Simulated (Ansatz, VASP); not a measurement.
## Two plane-wave programs on Rh

The input INCAR:

```
SYSTEM = Rh
PREC = Accurate ; ENCUT = 520
EDIFF = 1E-6 ; ISMEAR = -1
SIGMA = 0.1 ; LREAL = .False.
LASPH = .True. ; NELM = 80
ALGO = Normal ; ISIF = 2
LWAVE = .False. ; LCHARG = .True.
GGA = PS ; LELF = .True.
LVHAR = .True. ; NBANDS = 30
```

KPOINTS

```
regular mesh
0
Gamma
  10 10 13
  0 0 0
```

POSCAR

```
Rh
1.0
    4.3378290667      0.0000000000      0.0000000000
   -2.1689145334      3.7566701690      0.0000000000
    0.0000000000      0.0000000000      2.6602008617
Rh
3
Direct
    0.0000000000      0.0000000000      0.0000000000
    0.3333333333      0.6666666667      0.5000000000
    0.6666666667      0.3333333333      0.5000000000
```

Input for Ansatz:

```yaml
crystal:
  lattice:
    - [4.3378290667, 0.0, 0.0]
    - [-2.1689145334, 3.756670169, 0.0]
    - [0.0, 0.0, 2.6602008617]
  atoms:
    - { symbol: Rh, position: [0.0, 0.0, 0.0] }
    - { symbol: Rh, position: [0.3333333333, 0.6666666667, 0.5] }
    - { symbol: Rh, position: [0.6666666667, 0.3333333333, 0.5] }
hamiltonian:
  xc: pbesol
  pseudopotentials:
    kind: paw
    azcp:
      Rh: "pseudopotentials/Rh.paw.azcp"
basis:
  ecutwfc: 420
  fft_grid_basis: typed
kpoints:
  mp_grid: { grid: [10, 10, 13], shift: [0, 0, 0] }
magnetization:
  spin_polarized: false
scf:
  occupations: { method: fermi_dirac, width: 0.1 }
  lower_state_search: "off"
output:
  stress: true
```

Alike in both runs: task single point; functional PBEsol; k mesh 10 × 10 × 13; occupations fermi-dirac, width 0.1 eV; no spin polarisation.

|  | VASP | Ansatz |
| --- | --- | --- |
| version | VASP 6.6.1 | Ansatz 0.2.0 |
| potentials or method | VASP PAW PBE potentials, release 64 (Rh_pv) | plane waves (420 eV) with PAW, scalar-relativistic |
| plane-wave cutoff (eV) | 520 | 420 |
| valence electrons in the cell | 45 | 51 |

```csv
,VASP,Ansatz,Ansatz less VASP
pressure (GPa),-9.9,-9.8,+0.09
largest component of the traceless stress (GPa),0.15,0.09,-0.056
```

The two sets of potentials don't hold the same shells in valence. Ansatz warned: «pseudo_functional_mismatch».

Caveats: the PAW data sets were made with another functional, which shifts forces and pressure a little (VASP).
